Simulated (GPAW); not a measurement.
# Te2Mo in GPAW: band structure with r2SCAN

Aim: the band structure of Te2Mo with r2SCAN.

Program: GPAW 26.7.0. These are calculated values, not measurements. Logs are shortened: lines on timing, memory, paths and dates and some standing lists are left out, and cuts for length are marked. The log counts tension as positive stress, the text compression.

## Step 1: Starting point

The cell holds a slab with vacuum, 6 atoms: a = 3.560 Å, b = 3.560 Å, c = 24.811 Å, α = 90.00°, β = 90.00°, γ = 120.00°.

## Step 2: Band structure, r2SCAN

Contents of run.py:

```python
from ase import Atoms
from ase.dft.bandgap import bandgap
from ase.io import write
from ase.units import GPa
from gpaw import GPAW, PW

atoms = Atoms(['Te', 'Te', 'Te', 'Te', 'Mo', 'Mo'],
              cell=[[3.5603917377, 0.0, 0.0],
                    [-1.7801958688, 3.0833896922, 0.0],
                    [0.0, 0.0, 24.8112624]],
              scaled_positions=[[0.3333333333, 0.6666666667, 0.22363948],
                                [0.6666666667, 0.3333333333, 0.92062886],
                                [0.6666666667, 0.3333333333, 0.77636052],
                                [0.3333333333, 0.6666666667, 0.07937114],
                                [0.6666666667, 0.3333333333, 0.15154149],
                                [0.3333333333, 0.6666666667, 0.84845851]],
              pbc=True)

calc = GPAW(mode=PW(600),
            xc='MGGA_X_R2SCAN+MGGA_C_R2SCAN',
            kpts={'size': (6, 6, 1), 'gamma': True},
            occupations={'name': 'fermi-dirac', 'width': 0.05},
            nbands=46,
            convergence={'density': 1e-05, 'energy': 1e-05},
            maxiter=150,
            txt='gpaw.txt')
atoms.calc = calc
energy = atoms.get_potential_energy()
forces = atoms.get_forces()
stress = atoms.get_stress()
calc.write('gs.gpw')
write('result.traj', atoms)
print(f'Energy: {energy:.6f} eV')
print('Forces (eV/A):')
print(forces.round(4))
print('Stress (GPa):', (stress / GPa).round(3))
print('Fermi level:', round(calc.get_fermi_level(), 4), 'eV')
print(f'Gap: {bandgap(calc)[0]:.4f} eV, direct: {bandgap(calc, direct=True)[0]:.4f} eV')

path = atoms.cell.bandpath('GMKGALHA,LM,KH', npoints=61, eps=1e-4)
bs_calc = calc.fixed_density(kpts=path, symmetry='off', nbands=86,
                             convergence={'bands': 'CBM+6.0', 'eigenstates': 1e-6}, txt='bands.txt')
bs = bs_calc.band_structure()
bs.write('bs.json')
print(f'Gap on the path: {bandgap(bs_calc)[0]:.4f} eV')
```

Potentials or basis: GPAW PAW data sets (gpaw-data 1.2.1), pw.

Started as:

```bash
> OMP_NUM_THREADS=1 python run.py
```

gpaw.txt:

```text
__  _  _
 | _ |_)|_||  |
 |__||  | ||/\| - 26.7.0

Input parameters:
  mode=PW(ecut=600.0),
  convergence={'density': 1e-05, 'energy': 1e-05},
  kpts=MonkhorstPack(size=(6, 6, 1), gamma=True),
  maxiter=150,
  nbands=46,
  occupations=Occupations(name='fermi-dirac', width=0.05),
  xc=XC(name='MGGA_X_R2SCAN+MGGA_C_R2SCAN')

Diagonalizing LCAO Hamiltonian
Converting LCAO to pw mode

           Te

        Mo

           Te

        Te

           Mo

        Te

Atoms  # Å, Bohr magnetons
|   | symbol |         x |        y |         z |    initial magnetic moments |
|---|--------|-----------|----------|-----------|-----------------------------|
| 0 |     Te | -0.000000 | 2.055593 |  5.548778 | ( 0.0000,  0.0000,  0.0000) |
| 1 |     Te |  1.780196 | 1.027797 | 22.841964 | ( 0.0000,  0.0000,  0.0000) |
| 2 |     Te |  1.780196 | 1.027797 | 19.262485 | ( 0.0000,  0.0000,  0.0000) |
| 3 |     Te | -0.000000 | 2.055593 |  1.969298 | ( 0.0000,  0.0000,  0.0000) |
| 4 |     Mo |  1.780196 | 1.027797 |  3.759936 | ( 0.0000,  0.0000,  0.0000) |
| 5 |     Mo | -0.000000 | 2.055593 | 21.051327 | ( 0.0000,  0.0000,  0.0000) |

Unit cell  # Å
| periodic |         x |        y |         z |   lengths |     angles |
|----------|-----------|----------|-----------|-----------|------------|
|      yes |  3.560392 | 0.000000 |  0.000000 |  3.560392 |  90.000000 |
|      yes | -1.780196 | 3.083390 |  0.000000 |  3.560392 |  90.000000 |
|      yes |  0.000000 | 0.000000 | 24.811262 | 24.811262 | 120.000000 |

Number of symmetries: 12
Symmetry operations  # r_c * U_cc + t_c -> r_c
|    | kind |            matrix            |
|----|------|------------------------------|
|  0 |  σ   |  1, 1, 0,  0,-1, 0,  0, 0, 1 |
|  1 |  S6  |  1, 1, 0, -1, 0, 0,  0, 0,-1 |
|  2 |  E   |  1, 0, 0,  0, 1, 0,  0, 0, 1 |
|  3 |  C2  |  1, 0, 0, -1,-1, 0,  0, 0,-1 |
|  4 |  C2  |  0, 1, 0,  1, 0, 0,  0, 0,-1 |
|  5 |  C3  |  0, 1, 0, -1,-1, 0,  0, 0, 1 |
|  6 |  S6  |  0,-1, 0,  1, 1, 0,  0, 0,-1 |
|  7 |  σ   |  0,-1, 0, -1, 0, 0,  0, 0, 1 |
|  8 |  σ   | -1, 0, 0,  1, 1, 0,  0, 0, 1 |
|  9 |  i   | -1, 0, 0,  0,-1, 0,  0, 0,-1 |
| 10 |  C3  | -1,-1, 0,  1, 0, 0,  0, 0, 1 |
| 11 |  C2  | -1,-1, 0,  0, 1, 0,  0, 0,-1 |

BZ-sampling:
  Number of BZ points: 36
  Number of IBZ points: 7

  Monkhorst-Pack size: [6, 6, 1]
  Monkhorst-Pack shift: [0.08333333333333333, 0.08333333333333333, 0.0]

K-points  # in reciprocal-cell coordinates
|   |                                coordinates |     weight |
|---|--------------------------------------------|------------|
| 0 | (  0.00000000,   0.00000000,   0.00000000) | 0.02777778 |
| 1 | (  0.16666667,   0.00000000,   0.00000000) | 0.16666667 |
| 2 | (  0.33333333,  -0.16666667,   0.00000000) | 0.16666667 |
| 3 | (  0.33333333,   0.00000000,   0.00000000) | 0.16666667 |
| 4 | (  0.33333333,   0.33333333,   0.00000000) | 0.05555556 |
| 5 | (  0.50000000,   0.33333333,   0.00000000) | 0.33333333 |
| 6 | (  0.50000000,   0.50000000,   0.00000000) | 0.08333333 |

Plane wave coefficients: 9183
Cutoff: 600.0 eV

Spin-components: 1 (collinear spins)
Bands:           46
Projectors:      32
Spin-degeneracy: 2
Datatype:        complex128

Parallelization:
  kpt:    1
  domain: 1
  band:   1

Density:
  Valence electrons: 52.0
  Components: 1
  Grid points: [ 21  21 144]
  Charge: 0.0  # |e|

Potential:
  Grid points: [ 21  21 144]

species:
  Te:
    name:    Tellurium
    Z:       52.0
    valence: 6
    core:    46
    charge:  0.0  # [|e|]
    compensation charges:
      type: gauss
      rc: 0.36  # [Å]
      lmax: 2
    cutoffs:
      filter: 2.09  # [Å]
      core: 3.17  # [Å]
    projectors
    | kind |    occ | energy [eV] | rcut [Å] |
    |------|--------|-------------|----------|
    |   5s |  2.000 |     -15.089 |    1.180 |
    |   5p |  4.000 |      -5.955 |    1.196 |
    |    s |        |      12.123 |    1.180 |
    |    p |        |      21.256 |    1.196 |
    |    d |        |       0.000 |    1.238 |

    Using partial waves for Te as LCAO basis

  Mo:
    name:    Molybdenum
    Z:       42.0
    valence: 14
    core:    28
    charge:  0.0  # [|e|]
    compensation charges:
      type: gauss
      rc: 0.38  # [Å]
      lmax: 2
    cutoffs:
      filter: 2.16  # [Å]
      core: 1.42  # [Å]
    projectors
    | kind |    occ | energy [eV] | rcut [Å] |
    |------|--------|-------------|----------|
    |   4s |  2.000 |     -64.307 |    1.238 |
    |   5s |  1.000 |      -4.084 |    1.238 |
    |   4p |  6.000 |     -38.491 |    1.296 |
    |   5p |  0.000 |      -1.044 |    1.296 |
    |   4d |  5.000 |      -3.754 |    1.296 |
    |    d |        |      23.458 |    1.296 |

    Using partial waves for Mo as LCAO basis

Reference energy: -959430.878998  # eV

eigensolver:
  PPCG
  Converge bands: occupied
  niter=2

density mixing:
  MSR1-Mixer
  Pratt-step length: 0.05
  Maximum mixing coefficient: 0.75
  Old densities: 10
  SVD Regularization: 0.005
  Good broyden scale: 1.0
  Trust region scale: 1.0
  Backstep threshold: 4.0
  History deletion threshold: 6.0
  Fourier metric: weight=20.0, sigma=0.015

occupation numbers:
  Fermi-Dirac:
    width: 0.0500  # eV

poisson solver:
  ecut: 4800.0  # eV

xc functional:
  name: MGGA_X_R2SCAN+MGGA_C_R2SCAN with 2 nearest neighbor stencil

convergence criteria:
- Maximum integral of absolute [dens]ity change: 1e-05 electrons / valence electron
- Maximum [total energy] change in last 3 cyles: 1e-05 eV / valence electron
- Maximum integral of absolute [eigenst]ate change: 4e-08 eV^2 / valence electron
maximum number of iterations: 150

SCF iterations
|iter     | |      energy | eigst |  dens |
|---------|-|-------------|-------|-------|
|iter:   1| | -134.337304 | +0.46 |       |
|iter:   2| | -121.931527 | -1.10 | -1.09 |
|iter:   3| | -121.187762 | -1.20 | -1.11 |
|iter:   4| | -121.265676 | -1.87 | -1.52 |
|iter:   5| | -121.367971 | -2.22 | -1.74 |
|iter:   6| | -121.238906 | -2.35 | -1.72 |
|iter:   7| | -121.224145 | -2.96 | -1.96 |
|iter:   8| | -121.226433 | -3.96 | -2.84 |
|iter:   9| | -121.226484 | -5.05 | -3.31 |
|iter:  10| | -121.226484c| -5.92 | -3.81 |
|iter:  11| | -121.226485c| -6.76 | -4.37 |
|iter:  12| | -121.226485c| -7.65c| -4.94 |
|iter:  13| | -121.226485c| -7.61c| -5.39c|

Converged in 13 steps
Energy contributions relative to reference atoms: (reference = -959430.878998)

Energy contributions:
  Kinetic:         -24.518685
  Coulomb:          15.587640
  Zero:             -1.083265
  External:          0.000000
  Xc:             -111.212172
  Entropy:          -0.000004
  Spinorbit:         0.000000
  ----------------------------
  Free energy:    -121.226487
  Extrapolated:   -121.226485

dipole moment: (-0.000101, -0.000174, -0.001401)  # |e|*Ang

Fermi level: 2.600
Eigenvalues  # (at kpt = [0.000, 0.000, 0.000])
| band index |      eig [eV] | occ [0-2] |
|------------|---------------|-----------|
|          0 |       -60.665 |     2.000 |
|        ... |               |           |
|         18 |         0.224 |     2.000 |
|         19 |         0.678 |     2.000 |
|         20 |         1.030 |     2.000 |
|         21 |         1.030 |     2.000 |
|         22 |         1.036 |     2.000 |
|         23 |         1.036 |     2.000 |
[... 8 lines left out ...]
|         32 |         5.535 |     0.000 |
|         33 |         5.535 |     0.000 |
|        ... |               |           |
|         45 |        11.750 |     0.000 |

Gap: 1.094 eV
Transition (v -> c):
  (s=0, k=4, n=25, [0.33, 0.33, 0.00]) -> (s=0, k=4, n=26, [0.33, 0.33, 0.00])
No difference between direct/indirect transitions

Forces  # eV/Ang
|        x |       y |        z |
|----------|---------|----------|
|  0.00000 | 0.00000 | -0.05299 |  # Te   0
|  0.00000 | 0.00000 | -0.03309 |  # Te   1
| -0.00000 | 0.00000 |  0.05299 |  # Te   2
|  0.00000 | 0.00000 |  0.03309 |  # Te   3
|  0.00000 | 0.00000 | -0.00227 |  # Mo   4
| -0.00000 | 0.00000 |  0.00227 |  # Mo   5

Stress tensor  # eV/Ang^3
|         x |         y |        z |
|-----------|-----------|----------|
|  0.001156 | -0.000000 | 0.000000 |
| -0.000000 |  0.001156 | 0.000000 |
|  0.000000 |  0.000000 | 0.001880 |

# Writing to gs.gpw (mode='')
```

It took 32 min on 1 thread of Arm Neoverse V2, shared host; peak memory 1.4 GiB.

What came out:

```
Free energy             : -121.2265 eV
Largest force           : 0.053 eV/Å
Band gap on the k mesh  : 1.09 eV, direct
Band gap along the path : 1.09 eV, direct
```

Forces in eV/Å, atoms in the order of the input:
```
Te   0.000  0.000 -0.053
Te   0.000  0.000 -0.033
Te   0.000  0.000  0.053
Te   0.000  0.000  0.033
Mo   0.000  0.000 -0.002
Mo   0.000  0.000  0.002
```

Stress tensor (GPa, compression positive):
```
-0.19  0.00  0.00
 0.00 -0.19  0.00
 0.00  0.00 -0.30
```

Levels at the corners of the path, in eV from the valence-band top:
```tsv
point	band 22	band 23	band 24	band 25	band 26	band 27	band 28	band 29	band 30	band 31
Γ	-1.03	-1.03	-1.03	-0.54	-0.14	3.13	3.13	3.15	3.15	3.43
M	-1.72	-0.78	-0.77	-0.52	-0.47	1.42	1.44	1.76	1.85	3.28
K	-3.02	-1.84	-1.84	-0.05	0.00	1.09	1.09	1.90	2.17	2.60
Γ	-1.03	-1.03	-1.03	-0.54	-0.14	3.13	3.13	3.15	3.15	3.43
A	-1.03	-1.03	-1.03	-0.54	-0.14	3.13	3.13	3.15	3.15	3.43
L	-1.72	-0.78	-0.77	-0.52	-0.47	1.42	1.44	1.76	1.85	3.28
H	-3.02	-1.84	-1.84	-0.05	0.00	1.09	1.09	1.90	2.17	2.60
A	-1.03	-1.03	-1.03	-0.54	-0.14	3.13	3.13	3.15	3.15	3.43
L	-1.72	-0.78	-0.77	-0.52	-0.47	1.42	1.44	1.76	1.85	3.28
M	-1.72	-0.78	-0.77	-0.52	-0.47	1.42	1.44	1.76	1.85	3.28
K	-3.02	-1.84	-1.84	-0.05	0.00	1.09	1.09	1.90	2.17	2.60
H	-3.02	-1.84	-1.84	-0.05	0.00	1.09	1.09	1.90	2.17	2.60
```

Caveat: the PAW data sets were made with another functional, which shifts forces and pressure a little; spin-orbit coupling is left out, which moves the levels of the heavy elements. r2SCAN opens gaps a little over a GGA but as a rule still falls short of measured ones.
